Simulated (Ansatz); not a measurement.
Runs of Ansatz 0.2.0 on Ga. The structure is monoclinic, space group P2_1/m (No. 11). The conventional cell has a = 2.778 Å, b = 3.282 Å, c = 4.210 Å, α = 90.00°, β = 108.61°, γ = 90.00°. Ga (site symmetry m) has 8 Ga at 2.71 to 2.84 Å as nearest neighbours. This isn't the form of Ga at room conditions, which is orthorhombic.

```tsv
task	level	spin	cell	cutoff (eV)	points for each segment of the path	gap on the mesh (eV)	pressure (GPa)	relaxed volume (Å³/atom)	largest force (eV/Å)
relaxation of cell and atoms	revPBE	off	relaxed	420	-	none	0.0	(a)	-
band structure	PBEsol	off	as given	420	14	none	-0.7	-	0.07
band structure	PBEsol	SOC, no magnetisation	as given	420	14	none	-0.7	-	0.07
relaxation of cell and atoms	r2SCAN	off	relaxed	500	-	none	0.0	18.12	-
relaxation of cell and atoms	PBE	off	relaxed	420	-	none	0.0	(b)	-
relaxation of cell and atoms	PBEsol	off	relaxed	420	-	none	0.0	17.97	-
relaxation of cell and atoms	LDA	off	relaxed	420	-	none	0.0	17.37	0.01
relaxation of cell and atoms	BLYP	off	relaxed	420	-	none	0.0	21.69	-
relaxation of cell and atoms	RPBE	off	relaxed	420	-	none	0.0	19.95	-
```

Alike in all rows: potentials or basis Ansatz PAW; k mesh 10 × 8 × 7; smearing fermi-dirac 0.05 eV.

Problem. Estimate the missing entries.

Solution. (a) 19.74; (b) 19.21.

Caveats: the PAW data sets come from PBE, with cores solved anew for the run's functional, which leaves a small shift of forces and pressure (some runs); the plane-wave basis is chosen anew once the cell has moved, so the energies of steps on either side of that aren't comparable (some runs); the volume moved by over 15 % at a fixed basis, so the end points are rough (some runs).

A k mesh can miss the band edges, and rows without SOC leave out spin-orbit coupling on Ga.

A gap of «none» marks a metal or a gap under the smearing width.
